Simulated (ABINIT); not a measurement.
# GaN (F-43m): G0W0 in ABINIT against the bands in the screening, part 2 of 2

How does the gap of GaN (F-43m) converge in the bands in the screening?

ABINIT 10.8.3; PBE and many-body steps on it, plane waves. Known limits of the many-body steps: not at the basis limit; exchange with frozen shells missing; no spin-orbit coupling.

So far. Step 2 (Screening, 6×6×6 mesh, 17 bands, screening to 261.2 eV): Local fields lower ε∞ by 7 %. Step 5 (33 bands): The gap on the mesh goes from 1.76 eV to 2.13 eV, a correction of +0.37 eV.

## Step 7: 114 bands

This step: G0W0 on PBE, plane waves, norm-conserving pseudopotentials.

run.abi reads:

```
acell 3*1.0 Angstrom
rprim 
  0.000000000000 2.253500607500 2.253500607500
  2.253500607500 0.000000000000 2.253500607500
  2.253500607500 2.253500607500 0.000000000000
ntypat 2
znucl 31 7
natom 2
typat 1 2
xred 
  0.000000000000 0.000000000000 0.000000000000
  0.750000000000 0.750000000000 0.750000000000
pp_dirpath "pseudos"
pseudos "Ga.upf, N.upf"
ecut 36
ngkpt 6 6 6
nshiftk 1
shiftk 0 0 0
kptopt 1
chksymbreak 0
istwfk *1
occopt 1
irdwfk 1
optdriver 4
nband 114
gwcalctyp 0
ecutsigx 36
symsigma 1
nkptgw 1
kptgw 
  0.0000000000 0.0000000000 0.0000000000
bdgw 
  7 13
ecuteps 9.6
irdscr 1
ppmodel 1
indata_prefix "in"
outdata_prefix "out"
tmpdata_prefix "tmp"
```

Run with:

```
OMP_NUM_THREADS=1 mpirun -n 8 abinit run.abi > log
```

The log of the run:

```text
.Version 10.8.3 of ABINIT. v10.8.2 released Aug 2026.

 Symmetries : space group F-4 3 m (#216); Bravais cF (face-center cubic)
[... echo of the input left out ...]
== DATASET  1 ==================================================================
-   mpi_nproc: 8, omp_nthreads: 1 (-1 if OMP is not activated)

--- !DatasetInfo
iteration_state: {dtset: 1, }
dimensions: {natom: 2, nkpt: 16, mband: 114, nsppol: 1, nspinor: 1, nspden: 1, mpw: 1639, }
cutoff_energies: {ecut:  36.0, pawecutdg:  -1.0, }
[...]
11  15.678 -12.135  -7.192  -4.880   0.833  -0.201 -12.082   0.053  15.731
       12  15.678 -12.135  -7.192  -4.880   0.833  -0.201 -12.082   0.053  15.731
       13  15.678 -12.135  -7.192  -4.880   0.833  -0.201 -12.082   0.053  15.731

== END DATASET(S) ==============================================================
================================================================================

 -outvars: echo values of variables after computation  --------
           etotal      0.0000000000E+00
            nband         114
             nkpt          16
          spgroup         216
 [... the other variables as echoed above ...]

 Calculation completed.
```

The job ended after 5.7 s (8 MPI ranks of Arm Neoverse V2, shared host; peak memory 1.2 GiB).

This step gave:

- G0W0 gap on the points computed: 2.107 eV
- starting gap on the mesh: 1.759 eV
- k of the valence top: 0, 0, 0
- k of the conduction bottom: 0, 0, 0
- least direct G0W0 gap on the computed points: 2.107 eV

Against the run before, the gap moves by −0.021 eV.

## Step 8: Screening, 6×6×6 mesh, 252 bands, screening to 261.2 eV

This step: RPA screening on PBE, plane waves, norm-conserving pseudopotentials.

Edit run.abi of step 7 so:

```diff
@@ -23,15 +23,8 @@
 irdwfk 1
-optdriver 4
-nband 114
-gwcalctyp 0
-ecutsigx 36
-symsigma 1
-nkptgw 1
-kptgw 
-  0.0000000000 0.0000000000 0.0000000000
-bdgw 
-  7 13
+optdriver 3
+nband 252
 ecuteps 9.6
-irdscr 1
-ppmodel 1
+inclvkb 2
+awtr 1
+symchi 1
 indata_prefix "in"
```

The log of the run:

```text
.Version 10.8.3 of ABINIT. v10.8.2 released Aug 2026.

 Symmetries : space group F-4 3 m (#216); Bravais cF (face-center cubic)
[... echo of the input left out ...]
== DATASET  1 ==================================================================
-   mpi_nproc: 8, omp_nthreads: 1 (-1 if OMP is not activated)

--- !DatasetInfo
iteration_state: {dtset: 1, }
dimensions: {natom: 2, nkpt: 16, mband: 252, nsppol: 1, nspinor: 1, nspden: 1, mpw: 1639, }
cutoff_energies: {ecut:  36.0, pawecutdg:  -1.0, }
[...]
--------------------------------------------------------------------------------
[... chi0 elements left out ...]
 For q-point:  0.000010 0.000020 0.000030
  dielectric constant =   6.3945
  dielectric constant without local fields =   6.8942

  Average fulfillment of the sum rule on Im[epsilon] for q-point    1 :    124.72  [%]
[... wings left out ...]
  q-point number  2        q = ( 0.166667, 0.000000, 0.000000) [r.l.u.]
--------------------------------------------------------------------------------
[... chi0 elements left out ...]
  Average fulfillment of the sum rule on Im[epsilon] for q-point    2 :    157.16  [%]

 [... 14 further q-points ...]
```

Wall time 1.7 min (8 MPI ranks); peak memory 2.3 GiB; 14 min of CPU time.

This step gave:

| Quantity | Value |
| --- | --- |
| ε∞ with local fields, on this mesh, along the program's q direction | 6.394 |
| the same without local fields | 6.894 |
| plasma frequency | 32.93 eV |
| plane waves in the screening matrix | 229 |

## Step 9: 252 bands

This step: G0W0 on PBE, plane waves, norm-conserving pseudopotentials.

Edit run.abi of step 8 so:

```diff
@@ -23,8 +23,15 @@
 irdwfk 1
-optdriver 3
-nband 252
+optdriver 4
+nband 114
+gwcalctyp 0
+ecutsigx 36
+symsigma 1
+nkptgw 1
+kptgw 
+  0.0000000000 0.0000000000 0.0000000000
+bdgw 
+  7 13
 ecuteps 9.6
-inclvkb 2
-awtr 1
-symchi 1
+irdscr 1
+ppmodel 1
 indata_prefix "in"
```

The log of the run:

```text
.Version 10.8.3 of ABINIT. v10.8.2 released Aug 2026.

 Symmetries : space group F-4 3 m (#216); Bravais cF (face-center cubic)
[... echo of the input left out ...]
== DATASET  1 ==================================================================
-   mpi_nproc: 8, omp_nthreads: 1 (-1 if OMP is not activated)

--- !DatasetInfo
iteration_state: {dtset: 1, }
dimensions: {natom: 2, nkpt: 16, mband: 114, nsppol: 1, nspinor: 1, nspden: 1, mpw: 1639, }
cutoff_energies: {ecut:  36.0, pawecutdg:  -1.0, }
[...]
11  15.678 -12.135  -7.192  -4.921   0.837  -0.194 -12.116   0.019  15.697
       12  15.678 -12.135  -7.192  -4.921   0.837  -0.194 -12.116   0.019  15.697
       13  15.678 -12.135  -7.192  -4.921   0.837  -0.194 -12.116   0.019  15.697

== END DATASET(S) ==============================================================
================================================================================

 -outvars: echo values of variables after computation  --------
           etotal      0.0000000000E+00
            nband         114
             nkpt          16
          spgroup         216
 [... the other variables as echoed above ...]

 Calculation completed.
```

It took 5.6 s on 8 MPI ranks; peak memory 1.2 GiB.

Numbers from this step:

```
G0W0 gap on the points computed              : 2.109 eV
starting gap on the mesh                     : 1.759 eV
k of the valence top                         : 0, 0, 0
k of the conduction bottom                   : 0, 0, 0
least direct G0W0 gap on the computed points : 2.109 eV
```

Against the run before, the gap moves by +0.002 eV.

## Step 10: The runs together

Times are wall times on 8 MPI ranks of Arm Neoverse V2, shared host, good to a factor of about two. A run's time includes the screening step that it read.

| run | mesh | bands | screening cutoff (eV) | DFT gap (eV) | gap on the mesh (eV) | direct (eV) | ε∞ used | time |
| --- | --- | --- | --- | --- | --- | --- | --- | --- |
| 17 bands | 6×6×6 | 114 | 261.2 | 1.759 | 2.268 | 2.268 | 6.24 | 11 s |
| 33 bands | 6×6×6 | 114 | 261.2 | 1.759 | 2.128 | 2.128 | 6.33 | 18 s |
| 114 bands | 6×6×6 | 114 | 261.2 | 1.759 | 2.107 | 2.107 | 6.39 | 55 s |
| 252 bands | 6×6×6 | 114 | 261.2 | 1.759 | 2.109 | 2.109 | 6.39 | 1.8 min |

## Step 11: Results

```yaml
17_bands: 2.268 eV
33_bands: 2.128 eV
114_bands: 2.107 eV
252_bands: 2.109 eV
known_limits: not at the basis limit; exchange with frozen shells missing; no spin-orbit coupling
```

In words: The setting moved: bands in the screening. From 17 bands to 252 bands the gap moves by −0.16 eV, for 9.8 times the time. It holds to 0.03 eV from 33 bands on. Bands and screening cutoff are coupled, so a series along one setting does not show full convergence. Bands and cutoff are finite, so the gap is not at the basis limit. The miss can reach some tenths of an eV and take either sign; the mesh is an error of its own. In the G0W0 runs levels were corrected at 1 k point alone, so a gap called «on the mesh» is the least over those, and an edge elsewhere would be missed. The norm-conserving file of at least one element keeps a d shell over frozen s and p shells of the same row. Exchange with those shells is missing from the self-energy, an error of 0.3 to 0.9 eV in cases checked, whose sign depends on which edge lies on those atoms. The many-body steps are scalar-relativistic: spin-orbit coupling is not in them.

[Paths, hosts, dates, memory and timing lines, banners, echoed tables and standing remarks are left out of the program output.]

[Logs are printed without paths, hosts, clocks, repeated set-up lines and the standing remarks that a program may print on its own settings, such as how far it seeks lower states.]

[Runs of the session that timed out or met a known fault of the program may be left out.]

[Hosts, paths, dates, database ids (printed as entryN), source tags and the programs' standing remarks are cut or masked in the printed files.]

[G0W0 gaps are taken among the corrected bands and points alone; a level outside them can change the order at an edge.]

[Where Ansatz stands beside ABINIT at settings called matched, ABINIT's density can come from a denser mesh and the files from another edition; pairs whose starting gaps differed by over 0.03 eV were left out, so agreement reads better than it is.]
